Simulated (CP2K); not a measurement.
# MoS2 in CP2K: reference runs

Aim: a first look at MoS2 with PBE, on the cell as given and on a disturbed one.

Everything below comes from runs of CP2K 2026.2. Logs are shortened: lines on timing, memory, paths and dates and some standing lists are left out, and cuts for length are marked.

**1. Starting point**

The cell holds a slab with vacuum, 3 atoms: a = 3.184 Å, b = 3.184 Å, c = 17.335 Å, α = 90.00°, β = 90.00°, γ = 120.00°.

**2. Single point, PBE**

File mos2_scf.inp:

```
&GLOBAL
  PROJECT mos2_scf
  RUN_TYPE ENERGY_FORCE
  PRINT_LEVEL LOW
&END GLOBAL
&FORCE_EVAL
  METHOD QS
  STRESS_TENSOR ANALYTICAL
  &DFT
    BASIS_SET_FILE_NAME BASIS_MOLOPT_UZH
    POTENTIAL_FILE_NAME POTENTIAL_UZH
    &MGRID
      CUTOFF 450
      REL_CUTOFF 60
      NGRIDS 4
    &END MGRID
    &QS
      METHOD GPW
      EPS_DEFAULT 1.0E-10
    &END QS
    &KPOINTS
      SCHEME MONKHORST-PACK 10 10 2
      GAMMA_CENTERED T
      SYMMETRY T
      SYMMETRY_BACKEND SPGLIB
    &END KPOINTS
    &SCF
      SCF_GUESS ATOMIC
      EPS_SCF 1.0E-6
      MAX_SCF 100
      ADDED_MOS 15
      CHOLESKY OFF
      EPS_EIGVAL 1.0E-7
      &DIAGONALIZATION ON
        ALGORITHM STANDARD
      &END DIAGONALIZATION
      &MIXING ON
        METHOD BROYDEN_MIXING
        ALPHA 0.4
        BETA 1.5
        NBUFFER 8
      &END MIXING
      &SMEAR ON
        METHOD FERMI_DIRAC
        ELECTRONIC_TEMPERATURE [K] 580.226
      &END SMEAR
    &END SCF
    &XC
      &XC_FUNCTIONAL
        &GGA_X_PBE
        &END GGA_X_PBE
        &GGA_C_PBE
        &END GGA_C_PBE
      &END XC_FUNCTIONAL
    &END XC
    &PRINT
      &KPOINTS ON
      &END KPOINTS
      &MULLIKEN ON
      &END MULLIKEN
      &MO ON
        ENERGIES T
        OCCUPATION_NUMBERS T
        &EACH
          QS_SCF 0
        &END EACH
        ADD_LAST NUMERIC
      &END MO
      &LOWDIN ON
      &END LOWDIN
      &HIRSHFELD ON
        SHAPE_FUNCTION DENSITY
      &END HIRSHFELD
    &END PRINT
  &END DFT
  &SUBSYS
    &CELL
      ABC 3.1841260822 3.1841260822 17.3345999500
      ALPHA_BETA_GAMMA 90.0000000000 90.0000000000 120.0000000003
      PERIODIC XYZ
    &END CELL
    &COORD
      Mo  0.0000000000 0.0000000000 0.0000000000
      S   -0.0000000002 1.8383560508 15.7832749434
      S   -0.0000000002 1.8383560508 1.5513250066
    &END COORD
    &KIND Mo
      BASIS_SET TZVP-MOLOPT-PBE-GTH-q14
      POTENTIAL GTH-PBE-q14
    &END KIND
    &KIND S
      BASIS_SET TZVP-MOLOPT-PBE-GTH-q6
      POTENTIAL GTH-PBE-q6
    &END KIND
    &PRINT
      &ATOMIC_COORDINATES ON
      &END ATOMIC_COORDINATES
      &CELL ON
      &END CELL
    &END PRINT
  &END SUBSYS
  &PRINT
    &FORCES ON
    &END FORCES
    &STRESS_TENSOR ON
    &END STRESS_TENSOR
  &END PRINT
&END FORCE_EVAL
```

Potentials or basis: POTENTIAL_UZH Mo GTH-PBE-q14, S GTH-PBE-q6; TZVP-MOLOPT-PBE-GTH basis.

The run is started by

```sh
$ OMP_NUM_THREADS=1 cp2k.psmp -i mos2_scf.inp -o mos2_scf.out
```

mos2_scf.out:

```text

 CP2K| version string:                                       CP2K version 2026.2
 CP2K| Input file name                                              mos2_scf.inp

 GLOBAL| Force Environment number                                              1
 GLOBAL| Basis set file name                                    BASIS_MOLOPT_UZH
 GLOBAL| Potential file name                                       POTENTIAL_UZH
 GLOBAL| MM Potential file name                                     MM_POTENTIAL
 GLOBAL| Coordinate file name                                      __STD_INPUT__
 GLOBAL| Method name                                                        CP2K
 GLOBAL| Project name                                                   mos2_scf
 GLOBAL| Run type                                                   ENERGY_FORCE
 GLOBAL| FFT library                                                       FFTW3
[... 6 lines left out ...]
 GLOBAL| Total number of message passing processes                             1
 GLOBAL| Number of threads for this process                                    1
 GLOBAL| CPU model name                                 Intel(R) Xeon(R) 6975P-C

 CELL| Volume [angstrom^3]:                                           152.203615
 CELL| Vector a [angstrom]:       3.184     0.000     0.000   |a| =     3.184126
 CELL| Vector b [angstrom]:      -1.592     2.758     0.000   |b| =     3.184126
 CELL| Vector c [angstrom]:       0.000     0.000    17.335   |c| =    17.334600
 CELL| Angle (b,c), alpha [degree]:                                    90.000000
 CELL| Angle (a,c), beta  [degree]:                                    90.000000
 CELL| Angle (a,b), gamma [degree]:                                   120.000000
 CELL| Numerically orthorhombic:                                              NO
 CELL| Periodicity                                                           XYZ

 CELL_REF| Volume [angstrom^3]:                                       152.203615
 CELL_REF| Vector a [angstrom     3.184     0.000     0.000   |a| =     3.184126
 CELL_REF| Vector b [angstrom    -1.592     2.758     0.000   |b| =     3.184126
 CELL_REF| Vector c [angstrom     0.000     0.000    17.335   |c| =    17.334600
 CELL_REF| Angle (b,c), alpha [degree]:                                90.000000
 CELL_REF| Angle (a,c), beta  [degree]:                                90.000000
 CELL_REF| Angle (a,b), gamma [degree]:                               120.000000
 CELL_REF| Numerically orthorhombic:                                          NO
 CELL_REF| Periodicity                                                       XYZ
[... 10 lines left out ...]

  Total number of            - Atomic kinds:                                   2
                             - Atoms:                                          3
                             - Shell sets:                                     3
                             - Shells:                                        25
                             - Primitive Cartesian functions:                 14
                             - Cartesian basis functions:                     77
                             - Spherical basis functions:                     69

  Maximum angular momentum of- Orbital basis functions:                        3
                             - Local part of the GTH pseudopotential:          2
                             - Non-local part of the GTH pseudopotential:      4

 MODULE QUICKSTEP: ATOMIC COORDINATES IN ANGSTROM

   Atom Kind Element         X             Y             Z       Z(eff)     Mass
[... 121 lines left out ...]
  Electronic entropic energy:                                  -0.00000000016949
  Fermi energy:                                                -0.00351427512216

  Total energy:                                               -88.34305830289048
  Total energy (extrapolated to T->0):                        -88.34305830280574

 MO| EIGENVALUES AND OCCUPATION NUMBERS FOR K POINT 1
 MO|
 MO|  Index      Eigenvalue [a.u.]        Eigenvalue [eV]             Occupation
 MO|      1              -2.269833             -61.765292               2.000000
 MO|      2              -1.329373             -36.174079               2.000000
 MO|      3              -1.323129             -36.004173               2.000000
 MO|      4              -1.321491             -35.959593               2.000000
 MO|      5              -0.482177             -13.120712               2.000000
 MO|      6              -0.477586             -12.995788               2.000000
[... 462 lines left out ...]
 MO|     27               0.534122              14.534203               0.000000
 MO|     28               0.602042              16.382409               0.000000
 MO| Sum:                                                              26.000000
 MO| E(Fermi):           -0.003514 a.u.         -0.095628 eV

 [... the levels of further k-points ...]

 !-----------------------------------------------------------------------------!
                     Mulliken Population Analysis

 #  Atom  Element  Kind  Atomic population                           Net charge
       1     Mo       1         14.229069                             -0.229069
       2     S        2          5.885465                              0.114535
       3     S        2          5.885466                              0.114534
 # Total charge                             26.000000                  0.000000

 !-----------------------------------------------------------------------------!

 !-----------------------------------------------------------------------------!
                           Hirshfeld Charges

  #Atom  Element  Kind  Ref Charge     Population                    Net charge
      1       Mo     1      14.000         13.763                         0.237
      2       S      2       6.000          6.118                        -0.118
      3       S      2       6.000          6.118                        -0.118

  Total Charge                                                            0.000
 !-----------------------------------------------------------------------------!

 LOWDIN POPULATION ANALYSIS

 #  Atom  Element  Kind  Atomic population                           Net charge
       1     Mo       1         15.736997                             -1.736997
       2     S        2          5.131502                              0.868498
       3     S        2          5.131502                              0.868498
 # Total charge                             26.000000                  0.000000

 ENERGY| Total FORCE_EVAL ( QS ) energy [hartree]            -88.343056465562100

 FORCES| Atomic forces [hartree/bohr]
 FORCES|   Atom     x               y               z               |f|
 FORCES|      1 -1.77245137E-09  1.96975076E-08 -1.12442871E-08   2.27501073E-08
 FORCES|      2  1.60198033E-11 -5.40470963E-09 -8.00019294E-03   8.00019294E-03
 FORCES|      3  1.43167211E-09 -1.41045601E-08  8.00020419E-03   8.00020419E-03
 FORCES| Sum    -3.24759462E-10  1.88237841E-10 -2.07896200E-13
 FORCES| Total atomic force                                       3.75369466E-10

 STRESS| Analytical stress tensor [bar]
 STRESS|                        x                   y                   z
 STRESS|      x        7.64630106707E+03   1.87069623724E-02   1.03423492853E-03
 STRESS|      y        1.87069623724E-02   7.64624383865E+03  -8.86778237110E-03
 STRESS|      z        1.03423492853E-03  -8.86778237110E-03   1.34355530672E+04
 STRESS| 1/3 Trace                                             9.57603265763E+03
 STRESS| Determinant                                           7.85516091681E+11

 STRESS| Eigenvectors and eigenvalues of the analytical stress tensor [bar]
 STRESS|                        1                   2                   3
 STRESS| Eigenvalues   7.64623826625E+03   7.64630663946E+03   1.34355530672E+04
 STRESS|      x          -0.285481303912      0.958384278417      0.000000178642
 STRESS|      y           0.958384278416      0.285481303912     -0.000001531751
 STRESS|      z           0.000001519005      0.000000266078      0.999999999999
```

Run time: 28 s. Hardware: 1 thread of Intel Xeon 6975P-C (Granite Rapids), shared host; peak memory 0.51 GiB.

What came out:

```yaml
Free_energy: -2403.9368 eV
Largest_force: 0.411 eV/Å
Band_gap_on_the_k_mesh: 1.72 eV, indirect (least direct gap 1.95 eV)
Mulliken_charges: Mo -0.23; S +0.11 e
Hirshfeld_charges: Mo +0.24; S -0.12 e
```

Forces in eV/Å, atoms in the order of the input:
```
Mo   0.000  0.000  0.000
S    0.000  0.000 -0.411
S    0.000  0.000  0.411
```

Caveat: Mulliken charges move with the basis; the basis of atomic orbitals isn't converged, which shifts pressures, moduli and gaps. Expect the measured gap to be larger: semilocal functionals such as PBE lack the derivative discontinuity.

(Part 1 of 2 ends here.)
